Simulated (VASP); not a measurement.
**ZnO (zincite): single point with PBEsol**

Slab: ZnO (zincite), a slab with vacuum.

```
CELL_PARAMETERS angstrom
3.23006 0.00000 0.00000
0.00000 5.21411 0.00000
0.00000 0.00000 18.72975
ATOMIC_POSITIONS crystal
Zn 0.00000 0.49997 0.40043
Zn 0.50000 0.99997 0.45022
Zn 0.50000 0.49997 0.54978
Zn 0.00000 0.99997 0.59957
O 0.00000 0.12102 0.40043
O 0.50000 0.62102 0.45022
O 0.50000 0.12102 0.54978
O 0.00000 0.62102 0.59957
```

The cell isn't the ideal one: (1 0 0) slab cut from the bulk.

```yaml
Program: VASP 6.6.1
Task: single point
Functional: PBEsol
Potentials_or_basis: VASP PAW PBE potentials, release 64 (Zn, O)
Cutoff: 520 eV
k_mesh: 8 × 5 × 1
Occupations: gaussian, width 0.05 eV
Spin: no spin polarisation
```

```json
{
 "Largest force": "1.770 eV/Å",
 "Band gap on the k mesh": "0.57 eV, direct",
 "Ionisation potential of the upper face": "5.10 eV"
}
```

Forces on the atoms (eV/Å):
```
Zn   0.000 -1.258  1.246
Zn   0.000  0.500 -0.978
Zn   0.000  0.500  0.978
Zn   0.000 -1.258 -1.246
O    0.000  0.664  0.250
O    0.000  0.094 -1.243
O    0.000  0.094  1.243
O    0.000  0.664 -0.250
```

Levels at points of the mesh, in eV from the valence-band top:
```csv
k point,band 32,band 33,band 34,band 35,band 36,band 37,band 38,band 39,band 40,band 41
"(0.00, 0.00, 0.00)",-0.90,-0.85,-0.47,-0.33,0.00,0.57,1.88,4.19,5.16,5.17
"(0.50, 0.00, 0.00)",-2.15,-1.68,-1.29,-0.80,-0.80,3.36,3.60,5.52,6.17,6.82
```

Wall time 4.5 min on 1 thread of Intel(R) Xeon(R) 6975P-C (Granite Rapids) (shared host), peak memory 0.43 GiB.

Caveat: the PAW data sets were made with another functional, which shifts forces and pressure a little.
